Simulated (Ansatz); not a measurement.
**Al: checking dH/dP = V**

These are results of DFT PBEsol, scalar-relativistic, plane waves, PAW (Ansatz), not measurements. Run with 420 eV cutoff, 18×18×18 k-mesh, Gaussian smearing of 0.10 eV, no spin polarisation.

Reference structure (relaxed):

```xyz
1
Lattice="0.0000 2.0077 2.0077 2.0077 0.0000 2.0077 2.0077 2.0077 0.0000" Properties=species:S:1:pos:R:3 pbc="T T T"
Al    0.0000    0.0000    0.0000
```

Cell and atoms were relaxed at each target pressure within the start's symmetry (Fm-3m), at zero temperature; other phases can be more stable under pressure. H = E + PV with P the target; E is the free energy at the smearing used, whose derivative the pressure is, per atom and counted from zero pressure. The mesh named is that at zero pressure; some other pressures ran on another.

```tsv
P (GPa)	V (Å³/atom)	E − E0 (meV)	H − H0 (meV)
0	16.185	0.0	0.0
3	15.625	5.1	297.7
8	14.911	29.2	773.8
15	14.129	84.4	1407.2
30	12.940	245.6	2668.6
60	11.461	649.1	4941.2
```

Thermodynamics gives dH/dP = V along a relaxed path. Integrate V over P by the trapezoid rule and compare with the computed enthalpies.

With 1 eV/Å³ = 160.22 GPa, each step adds the mean volume times ΔP / 160.22:
```tsv
P (GPa)	∫V dP (meV)	H − H0 (meV)	difference (meV)
3	297.8	297.7	0.1
8	774.3	773.8	0.5
15	1408.7	1407.2	1.5
30	2675.9	2668.6	7.2
60	4960.4	4941.2	19.2
```

V(P) curves upward, so the trapezoid rule runs high; integrating a smooth curve through the same points puts that excess at about 17.7 meV at 60 GPa, against the 19.2 meV found.

At 60 GPa, how much of the enthalpy change is stored energy and how much is the PV term?

E rises by 649 meV/atom and PV is 60 × 11.461 / 160.22 = 4292 meV/atom, so PV makes 87 % of ΔH. So between rival structures at high pressure a small difference in volume can outweigh the difference in energy: 1 % of this volume is worth 42.9 meV/atom at this pressure.

What bulk modulus do the lowest pressures give?

From the pressures that the runs reached, -3.03 GPa (16.861 Å³) and 3.06 GPa (15.625 Å³), B = −ΔP/Δln V = 6.09 / 0.0761 = 80 GPa, a mean over that range.